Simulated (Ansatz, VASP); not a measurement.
# One calculation of InAs, 3 ways

```
In As
1.0
     0.00000    3.01800    3.01800
     3.01800    0.00000    3.01800
     3.01800    3.01800    0.00000
In As
1 1
Direct
  0.00000 0.00000 0.00000
  0.75000 0.75000 0.75000
```

Alike in all runs: task band structure; functional PBE; k mesh 6 × 6 × 6; occupations fermi-dirac, width 0.05 eV; spin-orbit coupling, no magnetisation; with spin-orbit coupling. Pressure is positive in compression and, in plane waves, holds the error of the finite cutoff, which Ansatz's Pulay term estimates and takes out.

| program and potentials | plane-wave cutoff (eV) | notes | pressure (GPa) |
| --- | --- | --- | --- |
| Ansatz, Ansatz PAW | 420 | 14 valence electrons an atom on average; Pulay term of +0.03 GPa included | 4.30 |
| Ansatz, all-electron LAPW, relativistic spinors | - | - | 4.31 |
| VASP, PBE PAW files As, In_d, 520 eV | 520 | 9 valence electrons an atom on average | 4.40 |

The pressure spans 4.30 (Ansatz, Ansatz PAW) to 4.40 GPa (VASP, PBE PAW files As, In_d, 520 eV), with all-electron results at 4.31.

Differences between rows come from potentials, basis sets and numerical settings, since the functional is the same but for its coding. Runs on potential files found faulty are left out.
